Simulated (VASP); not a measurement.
# NaI (Pm-3m) in VASP: further runs

Aim: see how the results for NaI move with the level of theory and the settings. Levels: HSE06, PBEsol. Tasks: single point.

All numbers are computed with VASP 6.6.1; they aren't measurements. Logs are shortened: lines on timing, memory, paths and dates and some standing lists are left out, and cuts for length are marked.

## Step 1: The crystal as given

It takes space group Pm-3m (No. 221, cubic). The conventional cell has a = 4.041 Å, b = 4.041 Å, c = 4.041 Å, α = 90.00°, β = 90.00°, γ = 90.00°. Na (site symmetry m-3m) is surrounded by 8 I at 3.50 Å. Around I (site symmetry m-3m) lie 8 Na at 3.50 Å.

The cell was built by a generator and needn't be a form met in nature.

## Step 2: Single point, HSE06

POSCAR

```
NaI
1.0
    4.0405366932      0.0000000000      0.0000000000
    0.0000000000      4.0405366932      0.0000000000
    0.0000000000      0.0000000000      4.0405366932
Na I
1 1
Direct
    0.0000000000      0.0000000000      0.0000000000
    0.5000000000      0.5000000000      0.5000000000
```

INCAR.step1

```
SYSTEM = NaI
  PREC = Accurate
  ENCUT = 520
  EDIFF = 1E-5
  ISMEAR = 0
  SIGMA = 0.01
  LREAL = .FALSE.
  LASPH = .TRUE.
  NELM = 100
  ALGO = Normal
  ISIF = 2
  LWAVE = .TRUE.
  LCHARG = .FALSE.
  GGA = PE
  NBANDS = 14
```

INCAR.step2

```
SYSTEM = NaI
  PREC = Accurate
  ENCUT = 520
  EDIFF = 1E-7
  ISMEAR = 0
  SIGMA = 0.01
  LREAL = .FALSE.
  LASPH = .TRUE.
  NELM = 100
  ALGO = Normal
  ISIF = 2
  LWAVE = .FALSE.
  LCHARG = .FALSE.
  GGA = PE
  LHFCALC = .TRUE.
  HFSCREEN = 0.2079
  PRECFOCK = Normal
  ISTART = 1
  NBANDS = 14
```

KPOINTS

```
regular mesh
0
G
  4 4 4
  0 0 0
```

Potentials or basis: VASP PAW PBE potentials, release 64 (Na_pv, I).

Launch:

```bash
cat potpaw_PBE.64/Na_pv/POTCAR potpaw_PBE.64/I/POTCAR > POTCAR
cp INCAR.step1 INCAR
mpirun -np 1 vasp_std > vasp.out
cp INCAR.step2 INCAR
mpirun -np 1 vasp_std > vasp.out
```

OUTCAR:

```text
SYSTEM = NaI
   PREC = Accurate
   ENCUT = 520
   EDIFF = 1E-7
   ISMEAR = 0
   LREAL = .FALSE.
   LASPH = .TRUE.
   NELM = 100
   ISIF = 2
   GGA = PE
   LHFCALC = .TRUE.
   HFSCREEN = 0.2079
   PRECFOCK = Normal
   ISTART = 1

 ion  position               nearest neighbor table
   1  0.000  0.000  0.000-
   2  0.500  0.500  0.500-

  LATTYP: Found a simple cubic cell.
 ALAT       =     4.0405366932

  Lattice vectors:

 A1 = (   4.0405366932,   0.0000000000,   0.0000000000)
 A2 = (   0.0000000000,   4.0405366932,   0.0000000000)
 A3 = (   0.0000000000,   0.0000000000,   4.0405366932)

Analysis of symmetry for initial positions (statically):
=====================================================================
 Subroutine PRICEL returns:
 Original cell was already a primitive cell.

 Routine SETGRP: Setting up the symmetry group for a
 simple cubic supercell.

 Subroutine GETGRP returns: Found 48 space group operations
 (whereof 48 operations were pure point group operations)
 out of a pool of 48 trial point group operations.

The static configuration has the point symmetry O_h .

Analysis of symmetry for dynamics (positions and initial velocities):
=====================================================================
 Subroutine PRICEL returns:
 Original cell was already a primitive cell.

 Routine SETGRP: Setting up the symmetry group for a
 simple cubic supercell.

 Subroutine GETGRP returns: Found 48 space group operations
 (whereof 48 operations were pure point group operations)
 out of a pool of 48 trial point group operations.

The dynamic configuration has the point symmetry O_h .

 Subroutine INISYM returns: Found 48 space group operations
 (whereof 48 operations are pure point group operations),
 and found     1 'primitive' translations

----------------------------------------------------------------------------------------

                                     Primitive cell

  volume of cell :      65.9655

  direct lattice vectors                    reciprocal lattice vectors
     4.040536693  0.000000000  0.000000000     0.247491874  0.000000000  0.000000000
     0.000000000  4.040536693  0.000000000     0.000000000  0.247491874  0.000000000
     0.000000000  0.000000000  4.040536693     0.000000000  0.000000000  0.247491874

  length of vectors
     4.040536693  4.040536693  4.040536693     0.247491874  0.247491874  0.247491874

  position of ions in fractional coordinates (direct lattice)
     0.000000000  0.000000000  0.000000000
     0.500000000  0.500000000  0.500000000

  ion indices of the primitive-cell ions
   primitive index   ion index
                 1           1
                 2           2

----------------------------------------------------------------------------------------

 KPOINTS: regular mesh

Automatic generation of k-mesh.
 Grid dimensions read from file:
 generate k-points for:    4    4    4

 Generating k-lattice:

  Cartesian coordinates                     Fractional coordinates (reciprocal lattice)
     0.061872969  0.000000000  0.000000000     0.250000000  0.000000000  0.000000000
     0.000000000  0.061872969  0.000000000     0.000000000  0.250000000  0.000000000
     0.000000000  0.000000000  0.061872969     0.000000000  0.000000000  0.250000000

  Length of vectors
     0.061872969  0.061872969  0.061872969

  Shift w.r.t. Gamma in fractional coordinates (k-lattice)
     0.000000000  0.000000000  0.000000000

 Subroutine IBZKPT returns following result:
 ===========================================

 Found     10 irreducible k-points:

 Following reciprocal coordinates:
            Coordinates               Weight
  0.000000  0.000000  0.000000      1.000000
  0.250000  0.000000  0.000000      6.000000
  0.500000  0.000000  0.000000      3.000000
  0.250000  0.250000  0.000000     12.000000
  0.500000  0.250000  0.000000     12.000000
  0.500000  0.500000  0.000000      3.000000
  0.250000  0.250000  0.250000      8.000000
  0.500000  0.250000  0.250000     12.000000
  0.500000  0.500000  0.250000      6.000000
  0.500000  0.500000  0.500000      1.000000
   k-points           NKPTS =     10   k-points in BZ     NKDIM =     64   number of bands    NBANDS=     14
   number of dos      NEDOS =    301   number of ions     NIONS =      2
   total plane-waves  NPLWV =  27000
   dimension x,y,z NGX =    30 NGY =   30 NGZ =   30
   dimension x,y,z NGXF=    60 NGYF=   60 NGZF=   60
   ions per type =               1   1
   NGX,Y,Z   is equivalent  to a cutoff of  12.34, 12.34, 12.34 a.u.
   NGXF,Y,Z  is equivalent  to a cutoff of  24.69, 24.69, 24.69 a.u.
 SYSTEM =  NaI
   PREC   = accura    normal or accurate (medium, high low for compatibility)
   ISTART =      1    job   : 0-new  1-cont  2-samecut
   ICHARG =      0    charge: 1-file 2-atom 10-const
   ISPIN  =      1    spin polarized calculation?
   LNONCOLLINEAR =      F non collinear calculations
   LSORBIT =      F    spin-orbit coupling
   LASPH  =      T    aspherical Exc in radial PAW
   ENCUT  =  520.0 eV  38.22 Ry    6.18 a.u.   7.51  7.51  7.51*2*pi/ulx,y,z
   NELM   =    100;   NELMIN=  2; NELMDL=  0     # of ELM steps
   EDIFF  = 0.1E-06   stopping-criterion for ELM
   LREAL  =      F    real-space projection
   EDIFFG = 0.1E-05   stopping-criterion for IOM
   NSW    =      0    number of steps for IOM
   IBRION =     -1    ionic relax: 0-MD 1-quasi-New 2-CG
   NFREE  =      0    steps in history (QN), initial steepest desc. (CG)
   ISIF   =      2    stress and relaxation
   ISYM   =      3    0-nonsym 1-usesym 2-fastsym
   POTIM  = 0.5000    time-step for ionic-motion
   TEBEG  =    0.0;   TEEND  =   0.0 temperature during run
   PSTRESS=    0.0 pullay stress
   NELECT =      14.0000    total number of electrons
   NUPDOWN=      -1.0000    fix difference up-down
   EMIN   =  10.00;   EMAX   =-10.00  energy-range for DOS
   EFERMI =   0.00;   METHOD = LEGACY
   ISMEAR =     0;   SIGMA  =   0.01  broadening in eV -4-tet -1-fermi 0-gaus
   EFERMI_NEDOS =   21; number of points for ismear=-14 and -15
   IALGO  =     38    algorithm
   IMIX   =      1    mixing-type and parameters
     AMIX     =   0.40;   BMIX     =  1.00
     AMIX_MAG =   1.60;   BMIX_MAG =  1.00
  volume/ion in A,a.u.               =      32.98       222.58
  Fermi-wavevector in a.u.,A,eV,Ry     =   0.976514  1.845344 12.974237  0.953580
  Thomas-Fermi vector in A             =   2.107139
   LORBIT       =      0    0 simple, 1 ext, 2 COOP (PROOUT), +10 PAW based schemes
   GGA     = PE    functional components
   LHFCALC =     T    Hartree Fock is set to
   PRECFOCK=normal    Normal, Fast or Accurate (Low or Medium for compatibility)
   ENCUT4O =  -1.0   cutoff for four orbital integrals eV
   NKREDX  =     1    reduce k-point grid by
   NKREDY  =     1    reduce k-point grid by
   NKREDZ  =     1    reduce k-point grid by
   AEXX    =    0.2500 exact exchange contribution
   HFSCREEN=    0.2079 screening length (either q_TF or 0.3 A-1)
   HFSCREENC=   0.2079 screening length for correlation (either q_TF or 0.3 A-1)
   ENCUTFOCK=  -1.0 apply spherical cutoff to Coloumb kernel
   IVDW    =     0    specifies the selected vdW correction
   LEPSILON=     F    determine dielectric tensor
   LRPA    =     F    only Hartree local field effects (RPA)
 non-spin polarized calculation
 Gauss-broadening in eV      SIGMA  =   0.01
  energy-cutoff  :      520.00
  volume of cell :       65.97
 maximum number of plane-waves:      1800
  NGX = 24; NGY = 24; NGZ = 24

 number of electron      13.9999980 magnetization

 Free energy of the ion-electron system (eV)
  ---------------------------------------------------
  ext. energy  EPLUGINS =         0.00000000
  ---------------------------------------------------
  free energy    TOTEN  =        -5.91088852 eV

  energy without entropy =       -5.91088852  energy(sigma->0) =       -5.91088852

 E-fermi :   1.4756     XC(G=0):  -6.5837

 val. band max:        1.3213891499   @ k =   0.5000   0.5000   0.0000
 cond. band min:       4.5457701042   @ k =   0.0000   0.0000   0.0000
 fundamental gap:      3.2243809543
 Fermi energy:         1.4756039741

 k-point     1 :       0.0000    0.0000    0.0000
  band No.  band energies     occupation
      1     -24.8515      2.00000
      2     -24.8515      2.00000
      3     -24.8515      2.00000
      4     -11.5082      2.00000
      5       0.6176      2.00000
      6       0.6176      2.00000
      7       0.6176      2.00000
      8       4.5458      0.00000
      9       7.8402      0.00000
     10       7.8402      0.00000
     11      13.8028      0.00000
     12      13.8028      0.00000
     13      13.8028      0.00000
     14      14.4566      0.00000

 k-point     2 :       0.2500    0.0000    0.0000
  band No.  band energies     occupation
      1     -24.8553      2.00000
      2     -24.8511      2.00000
      3     -24.8511      2.00000
      4     -11.3328      2.00000
      5      -1.0458      2.00000
      6       0.7867      2.00000
      7       0.7867      2.00000
      8       5.7510      0.00000
      9       8.3656      0.00000
     10       9.2916      0.00000
     11      11.4624      0.00000
     12      11.4624      0.00000
     13      12.7410      0.00000
     14      13.2822      0.00000

 k-point     3 :       0.5000    0.0000    0.0000
  band No.  band energies     occupation
      1     -24.8590      2.00000
      2     -24.8507      2.00000
      3     -24.8507      2.00000
      4     -11.1396      2.00000
      5      -2.1782      2.00000
      6       0.9710      2.00000
      7       0.9710      2.00000
      8       6.9112      0.00000
      9       8.7490      0.00000
     10       9.3807      0.00000
     11      10.3065      0.00000
     12      10.3065      0.00000
     13      11.1569      0.00000
     14      15.5958      0.00000

 k-point     4 :       0.2500    0.2500    0.0000
  band No.  band energies     occupation
      1     -24.8549      2.00000
      2     -24.8547      2.00000
      3     -24.8508      2.00000
      4     -11.1681      2.00000
      5      -0.9107      2.00000
      6      -0.6147      2.00000
      7       0.9555      2.00000
      8       6.7245      0.00000
      9       8.0414      0.00000
     10      10.1206      0.00000
     11      10.7582      0.00000
     12      11.5544      0.00000
     13      12.3513      0.00000
     14      13.3167      0.00000

 k-point     5 :       0.5000    0.2500    0.0000
  band No.  band energies     occupation
      1     -24.8584      2.00000
      2     -24.8543      2.00000
      3     -24.8504      2.00000
      4     -10.9876      2.00000
      5      -1.8598      2.00000
      6      -0.4415      2.00000
      7       1.1391      2.00000
      8       6.4219      0.00000
      9       8.1548      0.00000
     10      10.2738      0.00000
     11      10.6959      0.00000
     12      10.9308      0.00000
     13      12.5600      0.00000
     14      14.1739      0.00000

 k-point     6 :       0.5000    0.5000    0.0000
  band No.  band energies     occupation
      1     -24.8578      2.00000
      2     -24.8578      2.00000
      3     -24.8501      2.00000
      4     -10.8221      2.00000
      5      -1.4748      2.00000
      6      -1.4748      2.00000
      7       1.3214      2.00000
      8       5.0002      0.00000
      9       9.3558      0.00000
     10      10.7074      0.00000
     11      10.7074      0.00000
     12      11.3165      0.00000
     13      11.3165      0.00000
     14      13.9037      0.00000

 k-point     7 :       0.2500    0.2500    0.2500
  band No.  band energies     occupation
      1     -24.8546      2.00000
      2     -24.8542      2.00000
      3     -24.8542      2.00000
      4     -11.0101      2.00000
      5      -0.7386      2.00000
      6      -0.3910      2.00000
      7      -0.3910      2.00000
      8       7.0805      0.00000
      9       8.6315      0.00000
     10       8.6315      0.00000
     11      10.5704      0.00000
     12      11.7517      0.00000
     13      11.7517      0.00000
     14      14.3968      0.00000

 k-point     8 :       0.5000    0.2500    0.2500
  band No.  band energies     occupation
      1     -24.8578      2.00000
      2     -24.8540      2.00000
      3     -24.8537      2.00000
      4     -10.8377      2.00000
      5      -1.5720      2.00000
      6      -0.2978      2.00000
      7      -0.1367      2.00000
      8       6.5277      0.00000
      9       7.4703      0.00000
     10       8.6414      0.00000
     11      11.5050      0.00000
     12      12.1463      0.00000
     13      12.5170      0.00000
     14      14.1551      0.00000

 k-point     9 :       0.5000    0.5000    0.2500
  band No.  band energies     occupation
      1     -24.8572      2.00000
      2     -24.8572      2.00000
      3     -24.8534      2.00000
      4     -10.6749      2.00000
      5      -1.2309      2.00000
      6      -1.2309      2.00000
      7       0.0336      2.00000
      8       5.5248      0.00000
      9       7.7287      0.00000
     10       7.7287      0.00000
     11      10.9581      0.00000
     12      12.0926      0.00000
     13      14.8196      0.00000
     14      14.8196      0.00000

 k-point    10 :       0.5000    0.5000    0.5000
  band No.  band energies     occupation
      1     -24.8566      2.00000
      2     -24.8566      2.00000
      3     -24.8566      2.00000
      4     -10.5153      2.00000
      5      -0.9492      2.00000
      6      -0.9492      2.00000
      7      -0.9492      2.00000
      8       6.3953      0.00000
      9       6.3953      0.00000
     10       6.3953      0.00000
     11       9.0529      0.00000
     12      16.2728      0.00000
     13      16.2728      0.00000
     14      16.2728      0.00000

------------------------ aborting loop because EDIFF is reached ----------------------------------------

  FORCE on cell =-STRESS in cart. coord.  units (eV):
  Direction    XX          YY          ZZ          XY          YZ          ZX
  --------------------------------------------------------------------------------------
  -------------------------------------------------------------------------------------
  Total        0.0776894      0.0776894      0.0776894      0.0000000      0.0000000     -0.0000000
  in kB        1.8869285      1.8869285      1.8869285      0.0000000      0.0000000     -0.0000000
  external PRESSURE =       1.8869285 kB  Pullay stress =       0.0000000 kB

 VOLUME and BASIS-vectors are now :
 -----------------------------------------------------------------------------
  energy-cutoff  :      520.00
  volume of cell :       65.97
      direct lattice vectors                 reciprocal lattice vectors
     4.040536693  0.000000000  0.000000000     0.247491874  0.000000000  0.000000000
     0.000000000  4.040536693  0.000000000     0.000000000  0.247491874  0.000000000
     0.000000000  0.000000000  4.040536693     0.000000000  0.000000000  0.247491874

 POSITION                                       TOTAL-FORCE (eV/Angst)
 -----------------------------------------------------------------------------------
      0.00000      0.00000      0.00000         0.000000      0.000000      0.000000
      2.02027      2.02027      2.02027         0.000000      0.000000      0.000000
 -----------------------------------------------------------------------------------
    total drift:                                0.000002      0.000002      0.000002

  FREE ENERGIE OF THE ION-ELECTRON SYSTEM (eV)
  ---------------------------------------------------
  free  energy   TOTEN  =        -5.9108885188 eV

  energy  without entropy=       -5.9108885188  energy(sigma->0) =       -5.91088852
```

Run time: 2.6 min. Hardware: 1 thread of AMD EPYC 9R45 (Zen 5), shared host; peak memory 0.25 GiB.

What came out:

```
Free energy            : -5.9109 eV
Pressure               : 0.2 GPa
Band gap on the k mesh : 3.22 eV, indirect (least direct gap 3.68 eV)
```

Caveat: the PAW data sets were made with another functional, which shifts forces and pressure a little; spin-orbit coupling is left out, which moves the levels of the heavy elements. A k mesh can miss the band edges.

(Continued in part 2 of 2.)
